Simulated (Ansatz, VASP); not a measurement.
# One calculation of I, two programs

```
I
1.0
     0.00000    2.11790    2.61700
     2.11775    0.00000    2.61700
     2.11775    2.11790    0.00000
I
1
Direct
  0.00000 0.00000 0.00000
```

Alike in both runs: functional PBEsol; k mesh 16 × 16 × 16; occupations fermi-dirac, width 0.1 eV; no spin polarisation.

Ansatz relaxed the structure, and its values are those at the end. VASP's run is a single point on that final structure, the one shown.

```csv
,VASP,Ansatz
version,VASP 6.6.1,Ansatz 0.2.0
potentials or method,"VASP PAW PBE potentials, release 64 (I)","scalar-relativistic, plane waves, PAW"
plane-wave cutoff (eV),520,420
valence electrons in the cell,7,17
```

```csv
,VASP,Ansatz,Ansatz less VASP
gap on the k mesh at the Fermi level (eV),none,none,-
pressure (GPa),25.1,25.1,-0.03
```

A gap of «none» marks a metal or a gap that the smearing closes. The functional is the same, so the differences come from potentials, cutoffs and numerics. The two sets of potentials don't hold the same shells in valence.

Caveats: so large a pressure means that the cell lies far from this level's equilibrium, or that cutoff or potentials fall short (VASP); the potentials were made for another functional, which shifts forces and pressure (VASP); an odd number of electrons without spin polarisation forces a metal; a magnetic or distorted state may lie lower. Spin-orbit coupling is left out, which matters for the levels of I.
